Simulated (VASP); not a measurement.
**A VASP 6.6.1 single-point calculation on Sn**

INCAR

```
ISIF = 2
EDIFF = 1E-7
LCHARG = .FALSE.
ENCUT = 520
IBRION = -1
LREAL = .FALSE.
ISMEAR = -1
SIGMA = 0.02
LASPH = .TRUE.
METAGGA = MBJ
LMAXMIX = 4
NBANDS = 21
NELM = 120
LWAVE = .FALSE.
PREC = Accurate
NSW = 0
```

KPOINTS

```
KPOINTS created by Atomic Simulation Environment
0
Gamma
6 6 6
0 0 0
```

POSCAR

```
Sn
 1.0000000000000000
     0.0000000000000000    3.2844597802000002    3.4486827693000000
     3.2844597802000002    0.0000000000000000    3.4486827693000000
     3.2844597802000002    3.2844597802000002    0.0000000000000000
 Sn
   2
Cartesian
  0.0000000000000000  0.0000000000000000  0.0000000000000000
  1.6422298901000001  1.6422298901000001  1.7243413846500000
```

The recommended PBE PAW datasets give the neutral cell 28 valence electrons.

Command

```
mpirun -np 1 vasp_std
```

OSZICAR

```
N       E                     dE             d eps       ncg     rms          rms(c)
DAV:   1     0.815385855461E+03    0.81539E+03   -0.14165E+04  1275   0.182E+03
DAV:   2     0.611267031958E+03   -0.20412E+03   -0.19966E+03  1270   0.425E+02
DAV:   3     0.588033162919E+03   -0.23234E+02   -0.23113E+02  1475   0.136E+02
DAV:   4     0.587212479818E+03   -0.82068E+00   -0.82033E+00  1465   0.285E+01
DAV:   5     0.587167987923E+03   -0.44492E-01   -0.44491E-01  1892   0.588E+00    0.543E+00
DAV:   6     0.588359838384E+03    0.11919E+01   -0.61864E+00  1680   0.330E+01    0.172E+00
DAV:   7     0.588172747229E+03   -0.18709E+00   -0.50071E-01  1672   0.882E+00    0.115E+00
DAV:   8     0.588023564222E+03   -0.14918E+00   -0.17087E-01  1661   0.410E+00    0.323E-01
DAV:   9     0.588146793378E+03    0.12323E+00   -0.60267E-02  1581   0.355E+00    0.220E-01
DAV:  10     0.588191947334E+03    0.45154E-01   -0.34863E-03  1630   0.428E-01    0.152E-01
...
DAV:  35     0.588343211480E+03   -0.37854E-06   -0.57213E-12   720   0.197E-05    0.124E-05
DAV:  36     0.588343211311E+03   -0.16907E-06   -0.11021E-12   715   0.162E-05    0.119E-05
DAV:  37     0.588343213854E+03    0.25429E-05   -0.61456E-12   720   0.309E-05    0.625E-06
DAV:  38     0.588343215578E+03    0.17237E-05   -0.10210E-11   710   0.140E-05    0.430E-06
DAV:  39     0.588343216390E+03    0.81250E-06    0.10226E-12   720   0.110E-05    0.399E-06
DAV:  40     0.588343217524E+03    0.11338E-05   -0.12618E-12   720   0.682E-06    0.180E-06
DAV:  41     0.588343218016E+03    0.49231E-06   -0.34076E-12   720   0.731E-06    0.115E-06
DAV:  42     0.588343218274E+03    0.25725E-06   -0.26385E-12   720   0.380E-06    0.660E-07
DAV:  43     0.588343218346E+03    0.72653E-07   -0.20031E-12   720   0.380E-06
   1 F= 0.58834322E+03 E0= 0.58834347E+03  d E =-.495805E-03
```

It converged. Results: gap between bands v and c on the k mesh -0.01 eV (bands overlap: a metal); least direct gap on the k mesh 0.00 eV. Band v is the last that the valence electrons fill when counted band by band, and c is the next.

The MBJ potential has no energy functional, so only its levels carry meaning.

For comparison, a separate PBE run of the intended cell, on usual settings and not on those above, gives a gap of -0.38 eV on its mesh and a pressure of -0.3 GPa.

The run above took about 2.4 min on one core of a shared host (Intel Xeon Platinum 8488C) and held 0.23 GiB at most.
